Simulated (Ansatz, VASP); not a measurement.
Nb: VASP beside Ansatz

```
Nb
1.0
    -1.71387    1.71387    1.61403
     1.71387   -1.71387    1.61403
     1.71387    1.71387   -1.61403
Nb
1
Direct
  0.00000 0.00000 0.00000
```

Change from the starting cell: strain +0.030 along x and y, -0.030 along z, atoms carried along.

Alike in both runs: task single point; functional LDA; k mesh 20 × 20 × 20; occupations gaussian, width 0.15 eV; no spin polarisation.

|  | VASP | Ansatz |
| --- | --- | --- |
| version | VASP 6.6.1 | Ansatz 0.2.0 |
| potentials or method | VASP PAW LDA potentials, release 64 (Nb_sv) | scalar-relativistic, plane waves, PAW |
| plane-wave cutoff (eV) | 520 | 420 |
| valence electrons in the cell | 13 | 13 |

Ansatz gave:

* gap on the k mesh at the Fermi level (eV): none
* pressure (GPa): -15.9
* largest component of the traceless stress (GPa): 3.01

**Question.** Which values does VASP return?

**Answer.** gap on the k mesh at the Fermi level (eV): none; pressure (GPa): -16.0; largest component of the traceless stress (GPa): 3.00.

A gap of «none» marks a metal or a gap that the smearing closes.

Caveats: so large a pressure means that the cell lies far from this level's equilibrium, or that cutoff or potentials fall short (VASP).
